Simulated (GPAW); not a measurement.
Crystal: Si.

```
Si
1.0
     4.12095    0.00000    0.00000
    -2.06047    3.56885    0.00000
     0.00000    0.00000    2.65479
Si
2
Direct
  0.33333 0.66667 0.50000
  0.66666 0.33334 0.50000
```

The cell was built by a generator and needn't be a form met in nature.

| Item | Value |
| --- | --- |
| Program | GPAW 26.7.0 |
| Task | relaxation of cell and atoms |
| Functional | PBE |
| Dispersion | D3(BJ) |
| Potentials or basis | GPAW PAW data sets (gpaw-data 1.2.1) |
| Cutoff | 600 eV |
| Basis | pw |
| k mesh | 8 × 8 × 10 |
| Occupations | fermi-dirac, width 0.05 eV |
| Spin | no spin polarisation |

At the start: pressure -2.4 GPa; volume 19.52 Å³/atom.

Question: How do energy, volume and symmetry change on relaxing?

Answer: Over 3 steps the energy falls by 4.6 meV/atom and the volume is 18.93 Å³/atom (-3.0 %); space group P6/mmm (No. 191, to 0.05 Å).

The path:
| step | energy change (eV) | largest force (eV/Å) | pressure (GPa) | volume (Å³) |
| --- | --- | --- | --- | --- |
| 1 | 0.0000 | 0.0000 | -2.44 | 39.04 |
| 2 | -0.0035 | 0.0000 | -1.94 | 38.80 |
| 3 | -0.0092 | 0.0000 | 0.09 | 37.86 |

Final structure:
```cif
data_structure
_symmetry_space_group_name_H-M 'P 1'
_symmetry_Int_Tables_number 1
_cell_length_a 4.0833
_cell_length_b 4.0833
_cell_length_c 2.6222
_cell_angle_alpha 90.000
_cell_angle_beta 90.000
_cell_angle_gamma 120.000
_cell_volume 37.86
loop_
_atom_site_label
_atom_site_type_symbol
_atom_site_fract_x
_atom_site_fract_y
_atom_site_fract_z
_atom_site_occupancy
Si1 Si 0.33333 0.66667 0.50000 1
Si2 Si 0.66666 0.33334 0.50000 1
```

Caveat: later steps reuse the first step's grids; pairwise dispersion overbinds metals, which lowers pressure and volume.
